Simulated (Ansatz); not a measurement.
Isomers of C4H6O2, relaxed with PBE0-D4/def2-TZVP in Ansatz; electronic energies, one conformer each and not always the lowest. Functionals use def2-TZVPP; CBS adds triple-zeta CCSD(T) − MP2 to the MP2 limit of def2-TZVPP and def2-QZVPP.

Question: Order them by energy at frozen-core CCSD(T)/CBS, lowest first. (Estimate.)
A. `COC1C=CO1`
B. `C=CC(=O)OC`
C. `CC1(C=O)CO1`
D. `O=C1CCCO1`
E. `C=COC(C)=O`
F. `O=CCC1CO1`

Answer: D (0.0 kJ/mol), E (63.4 kJ/mol), B (70.9 kJ/mol), C (166.3 kJ/mol), F (185.7 kJ/mol), A (258.9 kJ/mol).

Question: How do MP2/CBS(def2), PBE0-D4, PBE-D4, B2PLYP place them (kJ/mol, against `O=C1CCCO1`)? (Best estimate.)

Answer: Ansatz gave: 
```tsv
isomer	MP2/CBS(def2)	PBE0-D4	PBE-D4	B2PLYP
`O=CCC1CO1`	187.8	192.5	184.7	185.1
`CC1(C=O)CO1`	166.1	173.2	163.4	165.9
`C=COC(C)=O`	71.4	75.0	63.4	54.7
`C=CC(=O)OC`	79.2	87.4	76.1	63.4
`COC1C=CO1`	264.3	269.4	259.4	263.1
```
